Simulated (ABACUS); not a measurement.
The system is Er.

```xyz
1
Lattice="0.0000 2.4798 2.4798 2.4798 0.0000 2.4798 2.4798 2.4798 0.0000" Properties=species:S:1:pos:R:3 pbc="T T T"
Er    0.0000    0.0000    0.0000
```

This isn't the form of Er at room conditions, which is hcp.

* Program: ABACUS 3.10.1
* Task: single point
* Functional: PBE
* Potentials or basis: PseudoDojo NC SR 0.4.1 PBE standard, lanthanides 3+ (f in core)
* Cutoff: 776 eV
* Density cutoff: 3102 eV
* Basis: plane waves
* k mesh: 9 × 9 × 9
* Occupations: fermi-dirac, width 0.05 eV
* Spin: collinear spin, ferromagnetic start
* Starting moments: [1.0] μB

On this cell: net moment 0.00 μB per cell; band gap on the k mesh none (metal or under the smearing width).

The same run follows on a disturbed copy (cell strained at random at fixed volume):

```
Er
1.0
     0.02302    2.45581    2.42300
     2.51386   -0.02862    2.47463
     2.49979    2.49338   -0.01454
Er
1
Direct
  0.98944 0.99820 0.01185
```

**Question.** What changes?

**Answer.** The energy (extrapolated to zero smearing) moves by +3.4 meV/atom; net moment 0.00 μB per cell; band gap on the k mesh none (metal or under the smearing width).

Caveats: the magnetic or orbital state may not be the lowest; all typed moments are zero, and the program then starts from 1 μB on every atom; spin-orbit coupling is left out, which moves the levels of the heavy elements; the 4f electrons are frozen in the core as for a trivalent ion, so they carry no moment and show no levels.
